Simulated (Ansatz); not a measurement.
Rough cost of magnetic runs on Eu (Fm-3m) in Ansatz 0.2.0, 1 thread of AMD EPYC 7R43 64-Core Processor (Zen 3), on a shared host.

```
Eu
1.0
     0.00000   -2.78930    2.78930
     0.00000    2.78930    2.78930
    -5.57861    0.00000    0.00000
Eu
2
Direct
  0.00000 0.00000 0.00000
  0.50000 0.50000 0.50000
```

| run | functional, mesh | k points solved | bands | iterations | wall time (s) | peak memory (GiB) |
| --- | --- | --- | --- | --- | --- | --- |
| PAW: start Eu1↑ Eu2↓ | PBE, 7×7×5 | 30 | 30 | 15 | 19 | 0.51 |
| PAW: no spin polarisation | PBE, 7×7×5 | 30 | 30 | 18 | 5.9 | 0.42 |
| LAPW: start Eu1↑ Eu2↓ | PBE, 7×7×5 | 30 | 41 | 11 | 38 | 0.52 |
| LAPW: parallel moments | PBE, 7×7×5 | 30 | 41 | 12 | 50 | 0.54 |
| PAW: parallel moments | PBE, 7×7×5 | 30 | 30 | 11 | 18 | 0.51 |

Problem. Roughly how much dearer is an iteration by LAPW than by PAW among the runs with the first row's mesh and spin treatment (collinear)?

Solution. About 2.6 times (medians of wall time over iterations; times from a shared host are rough).

Runs with the default search for lower states can spend part of their time in further cycles.

The program warned that a lower magnetic state may exist. Without U a semilocal functional puts the f levels too near the Fermi level, which can change moments and the order of magnetic states; site and cell moments are spin moments. Spin–orbit coupling is left out although heavy atoms are present. With open f shells a run can end in a state that isn't the lowest. The state reached may lie above the lowest one, so it isn't offered as the ground state.
